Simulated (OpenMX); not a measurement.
**Au in OpenMX: convergence with criterion**

Crystal: Au.

```
CELL_PARAMETERS angstrom
-0.04373 2.03079 2.05437
1.97848 0.01137 1.99927
2.03672 2.03393 -0.04686
ATOMIC_POSITIONS crystal
Au 0.90786 0.99440 0.06591
```

The cell isn't the ideal one: cell strained at random at fixed volume.

| Property | Result |
| --- | --- |
| Program | OpenMX 3.8.5 |
| Task | convergence study |
| Functional | PBE |
| Potentials or basis | OpenMX 2013 PBE set, Au7.0-s3p2d2, grid cutoff 400 Ry |
| k mesh | 9 × 9 × 9 |
| Occupations | fermi-dirac, width 0.05 eV |
| Spin | no spin polarisation |

These are the settings of the first run; the series varies criterion, with any setting tied to it.

Hardware: 1 thread of Intel(R) Xeon(R) 6975P-C (Granite Rapids), with other jobs on the host.

```csv
criterion,"energy less the tightest run, at zero smearing (meV/atom)",SCF cycles,CPU time (s),peak memory (GiB)
1.0e-3,-0.01,11,26,0.46
1.0e-4,-0.01,11,26,0.46
1.0e-5,0.00,12,27,0.46
1.0e-6,0.00,13,28,0.46
1.0e-7,0.00,14,30,0.46
1.0e-8,0.00,16,31,0.46
1.0e-9,0.00,17,32,0.46
1.0e-10,0.00,17,32,0.46
```

Against the tightest run, the energy stays within 1 meV/atom from 1.0e-3 on. The tightest run that finished is the yardstick and may itself not be fully converged.

Caveat, for the tightest run too: the basis of atomic orbitals isn't converged, which shifts pressures, moduli and gaps. Spin-orbit coupling is left out, which matters for the levels of Au.
